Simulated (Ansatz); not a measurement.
# MgO (Fm-3m) in Ansatz: a series of runs

Aim: see how the results for MgO move with the level of theory and the settings. Levels: PBE, RPBE, PBEsol+D4, RPBE+D3(BJ), BLYP. Tasks: single point, relaxation of cell and atoms.

Program: Ansatz 0.2.0. These are calculated values, not measurements. Logs are shortened: lines on timing, memory, paths and dates and some standing lists are left out, and cuts for length are marked.

**The experiment to reproduce.**

From “Electronic structure of alkaline earth and post-transition metal oxides”, 2009, arxiv:0908.1581, for a bulk crystal of MgO: band gap 7.83 eV.

The runs below are set against these values where they give the same quantity.

**1. Starting point**

It takes space group Fm-3m (No. 225, cubic). Conventional cell: a = 4.194 Å, b = 4.194 Å, c = 4.194 Å, α = 90.00°, β = 90.00°, γ = 90.00°. Around Mg (site symmetry m-3m) lie 6 O at 2.10 Å. Around O (site symmetry m-3m) lie 6 Mg at 2.10 Å.

The cell is a database's computed one.

**2. Single point, PBE**

The input, input.yaml:

```yaml
crystal:
  lattice:
    - [0.0, 2.0970013927, 2.0970013927]
    - [2.0970013927, 0.0, 2.0970013927]
    - [2.0970013927, 2.0970013927, 0.0]
  atoms:
    - { symbol: Mg, position: [0.0, 0.0, 0.0] }
    - { symbol: O, position: [0.5, 0.5, 0.5] }
kpoints:
  mp_grid: { grid: [8, 8, 8] }
scf:
  occupations: { method: fermi_dirac, width: 0.03 }
hamiltonian:
  xc: pbe
  pseudopotentials: { kind: all_electron, lapw: { basis_error: 0.003 } }
output:
  forces: true
  stress: true
  eigenvalues: true
```

Potentials or basis: all-electron LAPW, scalar-relativistic.

Launch:

```console
ansatz run input.yaml --threads 1 --pin off --max-ram 3072MiB --backend cpu --events-out ev --progress --plain --runs-dir out
```

Log:

```text
Warning: RAYON_NUM_THREADS=1 ignored (pool sized by the plan → 1); use --threads N
LAPW: plane waves up to 8.500 Å⁻¹, error target 3.0e-3 eV per atom; small_component_spin mean_spin; O in spheres of 1.031 Å, 6 of its electrons in bands, Dirac shells []; Mg in spheres of 1.066 Å, 10 of its electrons in bands, Dirac shells [] (how accurate: hamiltonian.pseudopotentials.lapw.basis_error, Limitations)
Engine: ansatz 0.2.0, aarch64-unknown-linux-gnu
Pseudopotentials: kind: all_electron
Pseudopotential: Mg, LAPW, valence charge 10, lapw/all_electron/scalar/gaussian/Mg, Koelling and Harmon's equation, gaussian nucleus
Pseudopotential: O, LAPW, valence charge 6, lapw/all_electron/scalar/gaussian/O, Koelling and Harmon's equation, gaussian nucleus
Functional definition: PBE
  parameter kappa = 0.804
  parameter beta = 0.06672455060314922
  exchange = pbe_x(kappa = kappa, mu = beta*pi^2/3)
  correlation = pbe_c(beta = beta)
Crystal: 2 atoms, lattice volume = 18.443 Å³
Basis set: ecut = 275.28311856828213 eV, 181 PW (Γ), exchange–correlation at level 2
Bands: 12, of which v1, the nominal top of the filled ones, is band 8 counted from 1 (7 counted from 0)
Symmetry: 48 space group operations
Space group: Fm-3m (ITA 225), of the structure as read, at distance tolerance 2.6e-5 Å
k-points: 29 of 512
Non-local potential: Mg, projectors of the file, none
Non-local potential: O, projectors of the file, none
Initial density: superposition of atomic densities (chi_scale 0.1, normalization cell, long waves kept (reshape's long-wave potential 0.00 eV rms))
Initial wavefunctions: plane waves of lowest kinetic energy (no species holds an atomic orbital)
Functional: x = pbe(κ = 0.804, μ = 0.2195149727645171), c = pbe(β = 0.06672455060314922)
iter 1 solved again at ethr=1.42e-2 eV; its pass at ethr=1.00e-1 eV (dr2=2.27e0 eV) is discarded
SCF iter   1: F=—  HF=-7504.197850 eV  |F-HF|=—  |Δ(HF+E_count)|=         —  Δρ=1.07e-1  dr2=2.27e0  ethr=1.42e-2  ⟨swp⟩=2.0  Hψ=2384  notcnv=0
preconditioner: auto → none  [insulator: Δε(μ)=6.758 eV  Ē_g=20.439 eV  σ=0.030 eV  W_gap=1.00  n_scr=8 (ndim 8)  ℏωp=24.5 eV  f_vac=0.000  D(μ)=0.00/eV (n_scr^D=0)  ε∞_Penn≈2.4]
iter 2 solved again at ethr=2.10e-4 eV; its pass at ethr=1.42e-2 eV (dr2=3.35e-2 eV) is discarded
SCF iter   2: F=—  HF=-7502.931574 eV  |F-HF|=—  |Δ(HF+E_count)|=    1.27e0  Δρ=1.91e-2  dr2=3.34e-2  ethr=2.10e-4  ⟨swp⟩=2.7  Hψ=1911  notcnv=0  defer=1
SCF iter   3: F=—  HF=-7502.646982 eV  |F-HF|=—  |Δ(HF+E_count)|=   2.85e-1  Δρ=1.61e-2  dr2=5.15e-2  ethr=2.09e-4  ⟨swp⟩=3.0  Hψ=1238  notcnv=0
SCF iter   4: F=—  HF=-7502.645983 eV  |F-HF|=—  |Δ(HF+E_count)|=         —  Δρ=5.30e-4  dr2=1.80e-5  ethr=2.09e-4  ⟨swp⟩=2.0  Hψ=1045  notcnv=0
the basis was enlarged: its passes take 113.3 KiB over the memory plan, 1 of 1 planned eigensolver slots
SCF iter   5: F=—  HF=-7502.646046 eV  |F-HF|=—  |Δ(HF+E_count)|=   6.28e-5  Δρ=1.74e-4  dr2=4.14e-6  ethr=1.12e-7  ⟨swp⟩=3.0  Hψ=1041  notcnv=0
SCF iter   6: F=—  HF=-7502.646050 eV  |F-HF|=—  |Δ(HF+E_count)|=   3.64e-6  Δρ=4.27e-5  dr2=3.11e-7  ethr=2.59e-8  ⟨swp⟩=2.9  Hψ=963  notcnv=0
SCF iter   7: F=-7502.646050 eV  HF=-7502.646050 eV  |F-HF|=2.48e-10  |Δ(HF+E_count)|=   1.15e-7  Δρ=5.09e-6  dr2=4.28e-9  ethr=1.94e-9  ⟨swp⟩=2.0  Hψ=928  notcnv=0
SCF 1 converged in 7 iterations: F = -7502.646050 eV  dr2 = 4.28e-9
SCF converged after 7 iterations
Free energy (F): -7502.646050 eV
Harris-Foulkes:  -7502.646050 eV  (|F-HF|=2.48e-10)
Internal energy: -7502.646050 eV  (E = F + TS)
E sigma→0 (E₀):  -7502.646050 eV
Fermi energy:    10.459129 eV
--- Per-component energies (eV) ---
  E_band       = -294.586042
  E_kinetic    = 7508.693647
  E_xc         = -684.276173
  E_electrostatic = -14327.063524  (all electrons and nuclei)
  E_smearing   = -0.000000  (= −TS)
  E_closure    = 0.000000  (closes the sum)
  E_atoms      = -7490.792933  (free atoms, spherical and without spin; not in F)
  Σ components = -7502.646050   (vs F -7502.646050, Δ=0.00e0)
  Basis errors (estimates in eV, not in F): energy 1.0e-3 per atom: plane waves 9.0e-4 (5.2e-4 summed), levels above the bands 5.3e-221, relativity 1.8e-7, radial functions 1.3e-4, core shells 3.4e-6; eigenvalues (radial functions only) 2.3e-4; not estimated: angular momenta, meshes, grids; target (lapw.basis_error) 3.0e-3; muffin-tin radii O 1.031 Å, Mg 1.066 Å
--- Forces (eV/Å), atoms counted from 1 ---
  atom   1  Mg    -0.00000000     0.00000000     0.00000000
  atom   2  O      0.00000000    -0.00000000    -0.00000000
  max |Σ_I F_I| component: 1.50e-30 eV/Å
--- Stress (GPa, compression-positive) ---
        6.978988      -0.000000      -0.000000
       -0.000000       6.978988      -0.000000
       -0.000000      -0.000000       6.978988
  P = ⅓ Tr σ = 6.9790 GPa (69.790 kbar)
--- Band table (eV; the first three rows and the last of 29) ---
  k-point 0: bands = ["-64.2588", "-30.9819", "-30.9819", "-30.9819", "-9.3061", "8.0083", "8.0083", "8.0083", "12.8723", "23.8937", "23.8937", "23.8937"]
  k-point 1: bands = ["-64.2575", "-30.9953", "-30.9832", "-30.9832", "-9.1344", "7.0519", "7.9033", "7.9033", "13.7837", "22.2068", "24.2593", "24.2593"]
  k-point 2: bands = ["-64.2542", "-31.0277", "-30.9865", "-30.9865", "-8.6887", "5.3308", "7.6613", "7.6613", "15.2249", "20.6731", "24.7810", "24.7810"]
  k-point 28: bands = ["-64.2465", "-31.0354", "-31.0354", "-31.0143", "-7.6690", "5.0339", "5.0339", "6.2189", "19.7497", "19.7497", "20.3509", "23.7118"]
```

Run time: 2.4 s. Hardware: 1 thread of Arm Neoverse V1, shared host; peak memory 0.22 GiB.

Results:

* Free energy: -7502.6460 eV
* Pressure: 7.0 GPa
* Band gap on the k mesh: 4.86 eV, direct

Levels at points of the mesh, in eV from the valence-band top:
| k point | band 5 | band 6 | band 7 | band 8 | band 9 | band 10 | band 11 | band 12 |
| --- | --- | --- | --- | --- | --- | --- | --- | --- |
| (0.00, 0.00, 0.00) | -17.31 | 0.00 | 0.00 | 0.00 | 4.86 | 15.89 | 15.89 | 15.89 |
| (0.00, 0.00, -0.50) | -15.97 | -4.66 | -0.67 | -0.67 | 7.99 | 12.76 | 16.46 | 16.46 |
| (0.00, -0.50, -0.50) | -15.74 | -4.10 | -1.36 | -1.36 | 9.15 | 10.13 | 13.24 | 19.19 |

**3. Single point, RPBE**

input.yaml: that of step 2 with these lines changed.

```diff
@@ -9,8 +9,8 @@
 kpoints:
-  mp_grid: { grid: [8, 8, 8] }
+  mp_grid: { grid: [11, 11, 11] }
 scf:
-  occupations: { method: fermi_dirac, width: 0.03 }
+  occupations: { method: gaussian, width: 0.05 }
 hamiltonian:
-  xc: pbe
-  pseudopotentials: { kind: all_electron, lapw: { basis_error: 0.003 } }
+  xc: rpbe
+  pseudopotentials: { kind: all_electron, lapw: { basis_error: 0.001 } }
 output:
```

Potentials or basis: all-electron LAPW, scalar-relativistic.

Launch:

```console
ansatz run input.yaml --threads 1 --pin off --max-ram 3072MiB --backend cpu --events-out ev --progress --plain --runs-dir out
```

Run time: 5.2 s. Hardware: 1 thread of Arm Neoverse V1, shared host; peak memory 0.27 GiB.

It converged, with:

```
Free energy            : -7507.0698 eV
Pressure               : 11.9 GPa
Band gap on the k mesh : 4.97 eV, direct
```

Levels at points of the mesh, in eV from the valence-band top:
```tsv
k point	band 6	band 7	band 8	band 9	band 10	band 11	band 12	band 13
(0.00, 0.00, 0.00)	-17.39	0.00	0.00	0.00	4.97	16.02	16.02	16.02
```

**4. Relaxation of cell and atoms, PBEsol+D4**

input.yaml: that of step 3 with these lines changed.

```diff
@@ -11,5 +11,6 @@
 scf:
-  occupations: { method: gaussian, width: 0.05 }
+  occupations: { method: fermi_dirac, width: 0.05 }
 hamiltonian:
-  xc: rpbe
+  xc: pbesol
+  dispersion: d4
   pseudopotentials: { kind: all_electron, lapw: { basis_error: 0.001 } }
@@ -18,2 +19,5 @@
   stress: true
-  eigenvalues: true
+relax:
+  f_tol: 0.02
+  max_steps: 60
+  cell: {}
```

Launch:

```console
ansatz run input.yaml --threads 1 --pin off --max-ram 3072MiB --backend cpu --events-out ev --progress --plain --runs-dir out
```

Wall time 14 s (1 thread of Arm Neoverse V1, shared host); peak memory 0.28 GiB.

It converged, with:

```
Free energy                            : -7484.6029 eV
Relaxed volume                         : 9.26 Å³/atom
Relaxed cell                           : a = 2.969 Å, b = 2.969 Å, c = 2.969 Å, α = 60.00°, β = 60.00°, γ = 60.00°
Space group after relaxing (to 0.05 Å) : Fm-3m (No. 225)
Energy gained by relaxing              : 0.1 meV/atom
Ionic steps                            : 4
Pressure after relaxing                : 0.0 GPa
Band gap on the k mesh                 : 4.72 eV
```

The path:
| step | energy change (eV) | largest force (eV/Å) | volume (Å³) |
| --- | --- | --- | --- |
| 1 | 0.0000 | 0.0000 | 18.44 |
| 2 | -0.0001 | 0.0000 | 18.47 |
| 3 | -0.0001 | 0.0000 | 18.51 |
| 4 | -0.0001 | 0.0000 | 18.51 |

Final structure:
```
Mg O
1.0
     0.00000    2.09958    2.09958
     2.09958    0.00000    2.09958
     2.09958    2.09958    0.00000
Mg O
1 1
Direct
  0.00000 0.00000 0.00000
  0.50000 0.50000 0.50000
```

Caveat: an odd mesh through Γ misses points on the zone boundary, where band edges often lie.

**5. Relaxation of cell and atoms, RPBE+D3(BJ)**

input.yaml: that of step 4 with these lines changed.

```diff
@@ -13,4 +13,4 @@
 hamiltonian:
-  xc: pbesol
-  dispersion: d4
+  xc: rpbe
+  dispersion: d3bj
   pseudopotentials: { kind: all_electron, lapw: { basis_error: 0.001 } }
@@ -20,3 +20,3 @@
 relax:
-  f_tol: 0.02
+  f_tol: 0.005
   max_steps: 60
```

Launch:

```console
ansatz run input.yaml --threads 1 --pin off --max-ram 3072MiB --backend cpu --events-out ev --progress --plain --runs-dir out
```

Run time: 22 s. Hardware: 1 thread of Arm Neoverse V1, shared host; peak memory 0.28 GiB.

Results (log left out):

| Quantity | Value |
| --- | --- |
| Free energy | -7509.7817 eV |
| Relaxed volume | 8.47 Å³/atom |
| Relaxed cell | a = 2.882 Å, b = 2.882 Å, c = 2.882 Å, α = 60.00°, β = 60.00°, γ = 60.00° |
| Space group after relaxing (to 0.05 Å) | Fm-3m (No. 225) |
| Energy gained by relaxing | 37.2 meV/atom |
| Ionic steps | 6 |
| Pressure after relaxing | 0.0 GPa |
| Band gap on the k mesh | 5.86 eV |

Step by step:
```csv
step,energy change (eV),largest force (eV/Å),volume (Å³)
1,0.0000,0.0000,18.44
2,-0.0502,0.0000,17.77
3,-0.0738,0.0000,16.82
4,-0.0744,0.0000,16.94
5,-0.0744,0.0000,16.93
6,-0.0744,0.0000,16.93
```

Final structure:
```
Mg O
1.0
     0.00000    2.03821    2.03821
     2.03821    0.00000    2.03821
     2.03821    2.03821    0.00000
Mg O
1 1
Direct
  0.00000 0.00000 0.00000
  0.50000 0.50000 0.50000
```

Caveat: an odd mesh through Γ misses points on the zone boundary, where band edges often lie. RPBE gaps usually lie below the measured ones, often by a third to a half.

**6. Relaxation of cell and atoms, BLYP**

input.yaml: that of step 5 with these lines changed.

```diff
@@ -13,4 +13,3 @@
 hamiltonian:
-  xc: rpbe
-  dispersion: d3bj
+  xc: blyp
   pseudopotentials: { kind: all_electron, lapw: { basis_error: 0.001 } }
@@ -20,3 +19,3 @@
 relax:
-  f_tol: 0.005
+  f_tol: 0.01
   max_steps: 60
```

Potentials or basis: all-electron LAPW, scalar-relativistic.

Launch:

```console
ansatz run input.yaml --threads 1 --pin off --max-ram 3072MiB --backend cpu --events-out ev --progress --plain --runs-dir out
```

Log:

```text
Warning: RAYON_NUM_THREADS=1 ignored (pool sized by the plan → 1); use --threads N
The last accepted step is kept in <dir> (removed where the run ends without a failure and the disk answers)
LAPW: plane waves up to 9.426 Å⁻¹, error target 1.0e-3 eV per atom; small_component_spin mean_spin; O in spheres of 0.996 Å, 8 of its electrons in bands, Dirac shells []; Mg in spheres of 1.038 Å, 10 of its electrons in bands, Dirac shells [] (how accurate: hamiltonian.pseudopotentials.lapw.basis_error, Limitations)
[... 3 set-up lines as earlier in the session ...]
Pseudopotential: O, LAPW, valence charge 8, lapw/all_electron/scalar/gaussian/O, Koelling and Harmon's equation, gaussian nucleus
Functional definition: BLYP
  parameter beta = 0.0042
  parameter a = 0.04918
  parameter b = 0.132
  parameter c = 0.2533
  parameter d = 0.349
  exchange = b88_x(beta = beta)
  correlation = lyp_c(a = a, b = b, c = c, d = d)
Crystal: 2 atoms, lattice volume = 18.443 Å³
Basis set: ecut = 338.4998259440644 eV, 259 PW (Γ), exchange–correlation at level 2
Bands: 13, of which v1, the nominal top of the filled ones, is band 9 counted from 1 (8 counted from 0)
[... 2 set-up lines as earlier in the session ...]
k-points: 56 of 1331
[... 4 set-up lines as earlier in the session ...]
Functional: x = b88, c = lyp
iter 1 solved again at ethr=1.65e-2 eV; its pass at ethr=1.00e-1 eV (dr2=2.97e0 eV) is discarded
SCF iter   1: F=—  HF=-7509.836368 eV  |F-HF|=—  |Δ(HF+E_count)|=         —  Δρ=1.22e-1  dr2=2.96e0  ethr=1.65e-2  ⟨swp⟩=2.0  Hψ=4772  notcnv=0
preconditioner: auto → none  [insulator: Δε(μ)=7.335 eV  Ē_g=20.854 eV  σ=0.050 eV  W_gap=1.00  n_scr=8 (ndim 8)  ℏωp=24.5 eV  f_vac=0.000  D(μ)=0.00/eV (n_scr^D=0)  ε∞_Penn≈2.4]
iter 2 solved again at ethr=3.50e-4 eV; its pass at ethr=1.65e-2 eV (dr2=6.30e-2 eV) is discarded
SCF iter   2: F=—  HF=-7508.286984 eV  |F-HF|=—  |Δ(HF+E_count)|=    1.55e0  Δρ=2.59e-2  dr2=6.29e-2  ethr=3.50e-4  ⟨swp⟩=2.2  Hψ=3882  notcnv=0
[... 38 lines left out ...]
SCF iter   2: F=—  HF=-7507.948026 eV  |F-HF|=—  |Δ(HF+E_count)|=   8.61e-6  Δρ=2.30e-5  dr2=1.04e-7  ethr=2.76e-9  ⟨swp⟩=3.0  Hψ=2347  notcnv=0
SCF iter   3: F=-7507.948026 eV  HF=-7507.948026 eV  |F-HF|=2.37e-8  |Δ(HF+E_count)|=   7.79e-8  Δρ=8.61e-6  dr2=1.55e-8  ethr=5.80e-10  ⟨swp⟩=2.9  Hψ=2026  notcnv=0
SCF 4 converged in 3 iterations: F = -7507.948026 eV  dr2 = 1.55e-8
relax step   4: F+E_penalty+E_count = -7507.94802562 eV  Δ(F+E_penalty+E_count) = -7.415e-5 eV  max|allowed force component| = 6.574e-30 eV/Å  Δτ_max = 0.0000 Å  P = +0.019 GPa  Ω = 19.541 Å³  (3 SCF iters, accepted)
iter 1 solved again at ethr=8.65e-11 eV; its pass at ethr=1.00e-1 eV (dr2=1.56e-8 eV) is discarded
SCF iter   1: F=—  HF=-7507.948033 eV  |F-HF|=—  |Δ(HF+E_count)|=         —  Δρ=8.84e-6  dr2=1.60e-8  ethr=8.65e-11  ⟨swp⟩=4.0  Hψ=3996  notcnv=0
SCF iter   2: F=-7507.948024 eV  HF=-7507.948024 eV  |F-HF|=4.16e-9  |Δ(HF+E_count)|=   8.57e-6  Δρ=4.69e-6  dr2=3.81e-9  ethr=8.65e-11  ⟨swp⟩=3.0  Hψ=2408  notcnv=0
SCF 5 converged in 2 iterations: F = -7507.948024 eV  dr2 = 3.81e-9
relax step   5: F+E_penalty+E_count = -7507.94802429 eV  Δ(F+E_penalty+E_count) = +1.328e-6 eV  max|allowed force component| = 6.048e-30 eV/Å  Δτ_max = 0.0000 Å  P = +0.021 GPa  Ω = 19.541 Å³  stress off target by 2.15e-2 GPa  SCF on the basis re-selected at this cell (its energy is not comparable with the rows above)  (2 SCF iters)
basis re-selected at this cell: Δ(F+E_penalty+E_count) = +1.328e-6 eV, ΔP = +0.002 GPa vs the last step (what re-selecting the basis moved, after the strain that the cell walked since its last selection, with what the two solves' SCF thresholds leave and, on support functions, any second-order correction that the steps lacked; it is no measure of the basis error at this ecutwfc). This SCF's stress stands 2.15e-2 GPa from its target on what of the cell is left free (relax.cell.stress_tol is 5.00e-2 GPa) and its largest allowed force component is 6.05e-30 eV/Å (relax.f_tol is 1.00e-2 eV/Å): within both
SCF converged after 2 iterations
Free energy (F): -7507.948024 eV
Harris-Foulkes:  -7507.948024 eV  (|F-HF|=4.16e-9)
Internal energy: -7507.948024 eV  (E = F + TS)
E sigma→0 (E₀):  -7507.948024 eV
Fermi energy:    9.990155 eV
--- Per-component energies (eV) ---
  E_band       = -1295.382813
  E_kinetic    = 7513.820576
  E_xc         = -689.363852
  E_electrostatic = -14332.404748  (all electrons and nuclei)
  E_smearing   = -0.000000  (= −TS)
  E_closure    = 0.000000  (closes the sum)
  E_atoms      = -7496.687584  (free atoms, spherical and without spin; not in F)
  Σ components = -7507.948024   (vs F -7507.948024, Δ=0.00e0)
  Basis errors (estimates in eV, not in F): energy 5.9e-4 per atom: plane waves 5.5e-4 (2.9e-4 summed), levels above the bands 2.7e-114, relativity 1.0e-7, radial functions 4.4e-5, core shells 5.7e-12; eigenvalues (radial functions only) 9.9e-6; not estimated: angular momenta, meshes, grids; target (lapw.basis_error) 1.0e-3; muffin-tin radii O 1.016 Å, Mg 1.058 Å
--- Forces (eV/Å), atoms counted from 1 ---
  atom   1  Mg     0.00000000    -0.00000000     0.00000000
  atom   2  O     -0.00000000     0.00000000     0.00000000
  max |Σ_I F_I| component: 7.89e-30 eV/Å
--- Stress (GPa, compression-positive) ---
        0.021467      -0.000000      -0.000000
       -0.000000       0.021467      -0.000000
       -0.000000      -0.000000       0.021467
  P = ⅓ Tr σ = 0.0215 GPa (0.215 kbar)
--- Relaxed structure (4 steps of the walk, 4 accepted, 1 SCFs on fresh bases) ---
  F+E_penalty+E_count = -7507.94802429 eV   max|allowed force component| = 6.048e-30 eV/Å   (the final SCF, on the basis selected at the relaxed cell)
  cell:  # Å, volume = 19.5412 Å³
    - [-8.916901057567283e-35, 2.1378342230709313, 2.1378342230709313]
    - [2.1378342230709313, -4.203681927138862e-34, 2.1378342230709313]
    - [2.1378342230709313, 2.1378342230709313, -1.0190744065791179e-34]
  atoms:
    - { symbol: Mg, position: [9.56688456377974e-36, -6.69681919464772e-36, -8.610196107400303e-36] }
    - { symbol: O, position: [0.5000000000000001, 0.5000000000000001, 0.5000000000000001] }
```

It took 16 s on 1 thread of Arm Neoverse V1, shared host; peak memory 0.28 GiB.

Results:

```yaml
Free_energy: -7507.9480 eV
Relaxed_volume: 9.77 Å³/atom
Relaxed_cell: a = 3.023 Å, b = 3.023 Å, c = 3.023 Å, α = 60.00°, β = 60.00°, γ = 60.00°
Space_group_after_relaxing_to_0.05_Å: Fm-3m (No. 225)
Energy_gained_by_relaxing: 15.5 meV/atom
Ionic_steps: 5
Pressure_after_relaxing: 0.0 GPa
Band_gap_on_the_k_mesh: 4.58 eV
```

The path:
```tsv
step	energy change (eV)	largest force (eV/Å)	volume (Å³)
1	0.0000	0.0000	18.44
2	-0.0205	0.0000	18.89
3	-0.0310	0.0000	19.49
4	-0.0311	0.0000	19.54
5	-0.0311	0.0000	19.54
```

Final structure:
```
Mg O
1.0
     0.00000    2.13783    2.13783
     2.13783    0.00000    2.13783
     2.13783    2.13783    0.00000
Mg O
1 1
Direct
  0.00000 0.00000 0.00000
  0.50000 0.50000 0.50000
```

Caveat: an odd mesh through Γ misses points on the zone boundary, where band edges often lie. Expect the measured gap to be larger: semilocal functionals such as BLYP lack the derivative discontinuity.

**7. Overview**

| task | level | cell | k mesh | cutoff (eV) | smearing | basis error allowed | gap on the mesh (eV) | pressure (GPa) | relaxed volume (Å³/atom) |
| --- | --- | --- | --- | --- | --- | --- | --- | --- | --- |
| single point | PBE | as given | 8 × 8 × 8 | 275 | fermi-dirac 0.03 eV | 0.003 eV/atom | 4.86 | 7.0 | - |
| single point | RPBE | as given | 11 × 11 × 11 | 317 | gaussian 0.05 eV | 0.001 eV/atom | 4.97 | 11.9 | - |
| relaxation of cell and atoms | PBEsol+D4 | relaxed | 11 × 11 × 11 | - | fermi-dirac 0.05 eV | 0.001 eV/atom | 4.72 | 0.0 | 9.26 |
| relaxation of cell and atoms | RPBE+D3(BJ) | relaxed | 11 × 11 × 11 | - | fermi-dirac 0.05 eV | 0.001 eV/atom | 5.86 | 0.0 | 8.47 |
| relaxation of cell and atoms | BLYP | relaxed | 11 × 11 × 11 | - | fermi-dirac 0.05 eV | 0.001 eV/atom | 4.58 | 0.0 | 9.77 |

Alike in all rows: potentials or basis all-electron LAPW, scalar-relativistic; no spin polarisation.

Caveats: an odd mesh through Γ misses points on the zone boundary, where band edges often lie (some runs).

Compare energies only between runs with the same functional and basis.

**8. Comparison with measurements**

Step 2. Measured gap of MgO: 7.83 eV (quoted in “Electronic structure of alkaline earth and post-transition metal oxides”, 2009, arxiv:0908.1581). This calculation gives 4.86 eV (-2.97 eV). The value is that of PBE, without temperature or zero-point motion. Semilocal functionals fall short of measured gaps as a rule. The cell is a database's relaxed one, not the measured one, which moves gaps too.

Step 3. Against the measured gap of MgO, 7.83 eV (quoted in “Electronic structure of alkaline earth and post-transition metal oxides”, 2009, arxiv:0908.1581), the calculated 4.97 eV is off by -2.86 eV. The value is that of RPBE, without temperature or zero-point motion. Semilocal functionals fall short of measured gaps as a rule. The cell is a database's relaxed one, not the measured one, which moves gaps too.
